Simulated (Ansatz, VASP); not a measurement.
Given: the input of a run of VASP 6.6.1 on CdS.

File INCAR:

```
PREC     = Accurate       # precision mode
ENCUT    = 520            # plane-wave cutoff, eV
EDIFF    = 1E-7           # SCF threshold, eV
ISMEAR   = 0              # smearing method
SIGMA    = 0.028000000000000004 # smearing width, eV
LREAL    = F              # projectors in reciprocal space
LASPH    = T              # aspherical terms in the spheres
NELM     = 60             # most SCF steps
ALGO     = Normal         # electronic algorithm
ISIF     = 2              # what is computed and relaxed
LWAVE    = F              # write WAVECAR
LCHARG   = T              # write CHGCAR
GGA      = PE             # functional
LELF     = T              # ELF
LVHAR    = T            
NBANDS   = 16             # bands
```

Contents of KPOINTS:

```
Automatic mesh
0
Gamma
  8 8 8
```

POSCAR

```
CdS
1.0
    0.0000000000      2.7532440000      2.7532440000
    2.7532440000      0.0000000000      2.7532440000
    2.7532440000      2.7532440000      0.0000000000
Cd S
1 1
Direct
    0.0000000000      0.0000000000      0.0000000000
    0.5000000000      0.5000000000      0.5000000000
```

Potentials or basis: VASP PAW PBE potentials, release 64 (Cd, S).

The run is started by

```bash
$ cat potpaw_PBE.64/Cd/POTCAR potpaw_PBE.64/S/POTCAR > POTCAR
$ mpirun -np 1 vasp_std > vasp.out
```

Q: Set up the same calculation for Ansatz 0.2.0. Potentials there: Ansatz PAW.

A: As run (the cutoff follows the program's own potentials):

Contents of input.yaml:

```yaml
crystal:
  lattice:
    - [0.0, 2.753244, 2.753244]
    - [2.753244, 0.0, 2.753244]
    - [2.753244, 2.753244, 0.0]
  atoms:
    - { symbol: Cd, position: [0.0, 0.0, 0.0] }
    - { symbol: S, position: [0.5, 0.5, 0.5] }
hamiltonian:
  xc: pbe
  pseudopotentials: { kind: paw }
kpoints:
  mp_grid: { grid: [8, 8, 8] }
scf:
  occupations: { method: gaussian, width: 0.028 }
output:
  forces: true
  stress: true
  eigenvalues: true
```

Potentials or basis: Ansatz PAW.

Run with:

```console
$ ansatz run input.yaml --threads 2 --pin off --max-ram 5632MiB --backend cpu --events-out ev --progress --plain --runs-dir out
```

Both were run:

|  | VASP | Ansatz | Ansatz less VASP |
| --- | --- | --- | --- |
| gap on the k mesh at the Fermi level (eV) | 0.25 | 0.26 | +0.007 |
| least direct gap on the mesh (eV) | 1.53 | 1.55 | +0.024 |
| pressure (GPa) | -0.1 | -0.4 | -0.37 |

The functional is the same, so the differences come from potentials, cutoffs and numerics. The two sets of potentials don't hold the same shells in valence.
